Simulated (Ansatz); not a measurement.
CsPbBr3:

```
CELL_PARAMETERS angstrom
5.87000 0.00000 0.00000
0.00000 5.87000 0.00000
0.00000 0.00000 5.87000
ATOMIC_POSITIONS crystal
Pb 0.50000 0.50000 0.50000
Cs 0.00000 0.00000 0.00000
Br 0.50000 0.50000 0.00000
Br 0.50000 0.00000 0.50000
Br 0.00000 0.50000 0.50000
```

Measurements of this composition are mostly on another form, of space group No. 62.

Base run:

| Property | Result |
| --- | --- |
| Program | Ansatz 0.2.0 |
| Functional | PBEsol |
| Potentials or basis | Ansatz PAW |
| Cutoff | 420 eV |
| Density cutoff | 1680 eV |
| k mesh | 4 × 4 × 4 |
| Occupations | fixed |
| Spin | no spin polarisation |

Its results: band gap on the k mesh 1.42 eV, direct.

After a change of settings the same cell gave: band gap on the k mesh 2.73 eV, direct. Which change was it?
A. functional from PBEsol to r2SCAN; cutoff from 420 eV to 500 eV; density cutoff from 1680 eV to 2000 eV; level from pbesol to r2scan
B. functional from PBEsol to PBE0; level from pbesol to pbe0
C. functional from PBEsol to LDA; level from pbesol to lda
D. functional from PBEsol to HSE06; level from pbesol to hse06

B.

Caveats: spin-orbit coupling is left out, which as a rule narrows the gap of such compounds by several tenths of an eV.

Not every run made on this cell is shown here.
